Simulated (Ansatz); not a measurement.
Crystal: CsSnI3.

```xyz
5
Lattice="6.2057 0.0000 0.0000 0.0000 6.2057 0.0000 0.0000 0.0000 6.2057" Properties=species:S:1:pos:R:3 pbc="T T T"
Cs    0.0000    0.0000    0.0000
I     3.1029    3.1029    0.0000
I     3.1029    0.0000    3.1029
I     0.0000    3.1029    3.1029
Sn    3.1029    3.1029    3.1029
```

| Quantity | Value |
| --- | --- |
| Program | Ansatz 0.2.0 |
| Task | relaxation of cell and atoms |
| Functional | SVWN5 |
| Potentials or basis | Ansatz PAW |
| Cutoff | 420 eV (not typed: the program's choice for these potentials) |
| k mesh | 5 × 5 × 5 |
| Occupations | fermi-dirac, width 0.05 eV |
| Spin | no spin polarisation |

At the start: volume 47.80 Å³/atom.

Q: Where does the relaxation end?

A: It ends after 5 steps and the volume is 43.63 Å³/atom (-8.7 %); space group Pm-3m (No. 221, to 0.05 Å).

Step by step:
```
step  energy change (eV)  largest force (eV/Å)  volume (Å³)
   1              0.0000                0.0000       238.99
   2             -0.0837                0.0000       228.48
   3             -0.1152                0.0000       215.90
   4             -0.1162                0.0000       218.13
   5             -0.1136                0.0000       218.13
```

Final structure:
```
Cs I Sn
1.0
     6.01962    0.00000    0.00000
     0.00000    6.01962    0.00000
     0.00000    0.00000    6.01962
Cs I Sn
1 3 1
Direct
  0.00000 0.00000 0.00000
  0.50000 0.50000 0.00000
  0.50000 0.00000 0.50000
  0.00000 0.50000 0.50000
  0.50000 0.50000 0.50000
```

Caveat: the plane-wave basis is chosen anew once the cell has moved, so the energies of steps on either side of that aren't comparable; the PAW data sets come from PBE, with cores solved anew for the run's functional, which leaves a small shift of forces and pressure.
